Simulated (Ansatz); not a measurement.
The system is Tc.

```
CELL_PARAMETERS angstrom
2.73936 0.00000 0.00000
-1.36968 2.37235 0.00000
0.00000 0.00000 8.76968
ATOMIC_POSITIONS crystal
Tc 0.66667 0.33333 0.75000
Tc 0.00000 0.00000 0.50000
Tc 0.33333 0.66667 0.25000
Tc 0.00000 0.00000 0.00000
```

* Program: Ansatz 0.2.0
* Task: single point
* Functional: PBEsol
* Potentials or basis: Ansatz PAW earlier set
* Cutoff: 500 eV (not typed: the program's choice for these potentials)
* k mesh: 11 × 11 × 3
* Occupations: fermi-dirac, width 0.05 eV
* Spin: no spin polarisation

On this cell: pressure -5.3 GPa; largest force under 0.003 eV/Å; band gap on the k mesh none (metal or under the smearing width).

The same run follows on a disturbed copy (atoms moved at random, drawn with an rms of 0.05 Å):

```
Tc
1.0
     2.73936    0.00000    0.00000
    -1.36968    2.37235    0.00000
     0.00000    0.00000    8.76968
Tc
4
Direct
  0.65033 0.32669 0.75340
  0.00672 0.99881 0.50295
  0.34329 0.67664 0.24331
  0.00310 0.00164 0.99845
```

Question: What does the disturbed cell give?

Answer: The energy (extrapolated to zero smearing) moves by +11.0 meV/atom; pressure -4.8 GPa; largest force 0.770 eV/Å; band gap on the k mesh none (metal or under the smearing width).

Forces on the atoms (eV/Å):
```
Tc   0.195  0.076 -0.741
Tc  -0.120  0.009 -0.261
Tc  -0.033 -0.093  0.694
Tc  -0.043  0.008  0.308
```

Stress tensor (GPa, compression positive):
```
-5.14  0.51  0.01
 0.51 -5.84 -0.13
 0.01 -0.13 -3.34
```

Caveats: the PAW data sets come from PBE, with cores solved anew for the run's functional, which leaves a small shift of forces and pressure.
